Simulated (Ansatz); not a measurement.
# NaI: the band gap up the ladder of functionals

An exercise on one series of results from a longer session: the logs are not shown, and one member is left open.

Code: Ansatz 0.2.0. PAW datasets, plane waves. (Simulation; spin polarisation is off.)

## The structure to begin with

The cell was relaxed beforehand with r2SCAN.

The symmetry is Fm-3m (No. 225, cubic); conventional cell a = 6.459 Å, 33.69 Å³ an atom. Around Na lie 6 I at 3.23 Å; around I lie 6 Na at 3.23 Å.

As a file:

```
Na I
1.0
     0.00000    3.22968    3.22968
     3.22968    0.00000    3.22968
     3.22968    3.22968    0.00000
Na I
1 1
Direct
  0.00000 0.00000 0.00000
  0.50000 0.50000 0.50000
```

The first run:

Input file input.yaml:

```yaml
crystal:
  lattice:
    - [0.0, 3.229678387, 3.229678387]
    - [3.229678387, 0.0, 3.229678387]
    - [3.229678387, 3.229678387, 0.0]
  atoms:
    - { symbol: Na, position: [0.0, 0.0, 0.0] }
    - { symbol: I, position: [0.5, 0.5, 0.5] }
kpoints:
  mp_grid: { grid: [8, 8, 8] }
  band_path:
    path:
      - [[0.0, 0.0, 0.0], [0.5, -2.011531354975e-34, 0.5], [0.625, 0.25, 0.625]]
      - [[0.375, 0.375, 0.75], [0.0, 0.0, 0.0], [0.5, 0.5, 0.5], [0.5, 0.25, 0.75], [0.5, -2.011531354975e-34, 0.5]]
    npoints: 10
hamiltonian:
  xc: pbe
scf:
  occupations: { method: fermi_dirac, width: 0.02 }
  n_extra_bands: 4
output:
  forces: true
  stress: true
  eigenvalues: true
```

Started as:

```
> ansatz run input.yaml --threads 2 --pin off --max-ram 29491MiB --backend cpu --events-out ev --progress --plain --runs-dir out
```

Among the steps run: PBE band path; r2SCAN at the same geometry; HSE06 at the same geometry; PBE+SOC; PBE0; Single point with LDA; One-shot GW from PBE; Single point with DDH-PBE0; HSE06+SOC; LC-ωPBE at the same geometry; r2SCAN0.

One table of the session follows, with a row left open; its other results are not shown here.

```
                     level  gap (eV)
                       PBE      3.66
                    r2SCAN      4.45
                     HSE06      4.69
                   PBE+SOC      3.32
                      PBE0      5.36
                       LDA      3.35
G0W0@PBE (201 empty bands)         ?
G0W0@PBE (499 empty bands)      5.68
                  DDH-PBE0      5.68
                 HSE06+SOC      4.33
                   LC-ωPBE      9.50
                   r2SCAN0      5.81
```

Q: Estimate the row for G0W0@PBE (201 empty bands) from the others.

**Answer.** gap (eV): 5.61. In the column «gap (eV)» it lies between PBE0 (5.36) and G0W0@PBE (499 empty bands) (5.68).

Meshes: PBE 8×8×8, r2SCAN 8×8×8, HSE06 6×6×6, PBE+SOC 8×8×8, PBE0 6×6×6, LDA 8×8×8, DDH-PBE0 6×6×6, HSE06+SOC 4×4×4, LC-ωPBE 6×6×6, r2SCAN0 6×6×6.

The gap runs from 3.32 eV (PBE+SOC) to 9.50 eV (LC-ωPBE). PBE reaches 64 % of the G0W0@PBE value, and r2SCAN 78 %. PBE0 lies 0.67 eV above HSE06, which differs from it by screening the long-range exchange. G0W0 values are finite-basis, finite-mesh values.

Caveats from the session: Warnings in the runs' records: stress scf threshold loose, stress exchange threshold loose.
